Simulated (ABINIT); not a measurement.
Crystal: MgS (Niningerite).

```xyz
2
Lattice="0.0000 2.6016 2.6016 2.6016 0.0000 2.6016 2.6016 2.6016 0.0000" Properties=species:S:1:pos:R:3 pbc="T T T"
S     2.6016    2.6016    2.6016
Mg    0.0000    0.0000    0.0000
```

Base run:

```yaml
Program: ABINIT 10.8.3 (patched build)
Functional: PBEsol
Potentials_or_basis: PseudoDojo NC SR PBEsol v0.4.1 standard
Cutoff: 1143 eV
k_mesh: 9 × 9 × 9
Occupations: fermi-dirac, width 0.05 eV
Spin: no spin polarisation
```

Its results: band gap on the k mesh 2.83 eV, indirect (least direct gap 3.59 eV).

Q: The run is repeated on the same cell with these changes: functional from PBEsol to TB-mBJ; potentials or basis from PseudoDojo NC SR PBEsol v0.4.1 standard to JTH PAW LDA v2.0; cutoff from 1143 eV to 653 eV. What comes out?

A: Band gap on the k mesh 4.09 eV, indirect (least direct gap 5.19 eV).

Caveats: an odd mesh through Γ misses points on the zone boundary, where band edges often lie (some runs); the constant c of TB-mBJ comes from the pseudo density here, which moves gaps by up to 0.3 eV between sets of potentials (some runs); the mesh misses the band edges, which the band path finds closer together (some runs).

Not every run made on this cell is shown here.
